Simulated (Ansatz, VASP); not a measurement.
## InSb: VASP beside Ansatz

```
CELL_PARAMETERS angstrom
0.00000 3.22556 3.22556
3.22556 0.00000 3.22556
3.22556 3.22556 0.00000
ATOMIC_POSITIONS crystal
In 0.00000 0.00000 0.00000
Sb 0.75000 0.75000 0.75000
```

Alike in both runs: functional LDA; k mesh 16 × 16 × 16; occupations fermi-dirac, width 0.15 eV; no spin polarisation.

Ansatz relaxed the structure, and its values are those at the end. VASP's run is a single point on that final structure, the one shown.

|  | VASP | Ansatz |
| --- | --- | --- |
| version | VASP 6.6.1 | Ansatz 0.2.0 |
| potentials or method | VASP PAW LDA potentials, release 64 (In_d, Sb) | scalar-relativistic, plane waves, PAW |
| plane-wave cutoff (eV) | 520 | 420 |
| valence electrons in the cell | 18 | 28 |

VASP gave:

```
gap on the k mesh at the Fermi level (eV) : none
pressure (GPa)                            : 0.1
```

**Question.** Which values does Ansatz return?

**Answer.** gap on the k mesh at the Fermi level (eV): none; pressure (GPa): 0.0.

A gap of «none» marks a metal or a gap that the smearing closes. The two sets of potentials don't hold the same shells in valence. Ansatz warned: «pseudo_functional_mismatch».

The runs have no spin-orbit coupling, so splittings on Sb are missing.
